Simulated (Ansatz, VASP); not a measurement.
## P in VASP and in Ansatz

File INCAR:

```
SYSTEM = P
PREC     = Accurate       ! precision mode
ENCUT    = 520            ! plane-wave cutoff, eV
EDIFF    = 1E-7           ! SCF threshold, eV
ISMEAR   = -1             ! smearing method
SIGMA    = 0.1            ! smearing width, eV
LREAL    = .False.        ! projectors in reciprocal space
LASPH    = .True.         ! aspherical terms in the spheres
NELM     = 60             ! most SCF steps
ALGO     = Normal         ! electronic algorithm
ISIF     = 2              ! what is computed and relaxed
LWAVE    = .False.        ! write WAVECAR
LCHARG   = .False.        ! write CHGCAR
GGA      = B5             ! functional
ALDAX    = 1.0          
AGGAX    = 1.0          
AGGAC    = 1.0          
ALDAC    = 0.0          
NBANDS   = 8              ! bands
```

KPOINTS

```
Automatic mesh
0
Gamma
  15 15 15
  0 0 0
```

The input POSCAR:

```
P
1.0
    0.0000000000      2.1099062643      2.1099062643
    2.1099062643      0.0000000000      2.1099062643
    2.1099062643      2.1099062643      0.0000000000
P
1
Direct
    0.0000000000      0.0000000000      0.0000000000
```

Input for Ansatz:

```yaml
crystal:
  lattice:
    - [0.0, 2.1099062643, 2.1099062643]
    - [2.1099062643, 0.0, 2.1099062643]
    - [2.1099062643, 2.1099062643, 0.0]
  atoms:
    - { symbol: P, position: [0.0, 0.0, 0.0] }
hamiltonian:
  xc: blyp
  pseudopotentials:
    kind: paw
    azcp:
      P: "pseudopotentials/P.paw.azcp"
basis:
  ecutwfc: 420
  fft_grid_basis: typed
kpoints:
  mp_grid: { grid: [15, 15, 15], shift: [0, 0, 0] }
magnetization:
  spin_polarized: false
scf:
  occupations: { method: fermi_dirac, width: 0.1 }
  lower_state_search: "off"
output:
  stress: true
```

Alike in both runs: task single point; functional BLYP; k mesh 15 × 15 × 15; occupations fermi-dirac, width 0.1 eV; no spin polarisation.

|  | VASP | Ansatz |
| --- | --- | --- |
| version | VASP 6.6.1 | Ansatz 0.2.0 |
| potentials or method | VASP PAW PBE potentials, release 64 (P) | plane waves (420 eV) with PAW, scalar-relativistic |
| plane-wave cutoff (eV) | 520 | 420 |
| valence electrons in the cell | 5 | 5 |

VASP gave:

- pressure (GPa): -6.1

Q: Which values does Ansatz return?

A: Pressure (GPa): -6.2.

The functional is the same, so the differences come from potentials, cutoffs and numerics.

Caveats: the PAW data sets were made with another functional, which shifts forces and pressure a little (VASP).
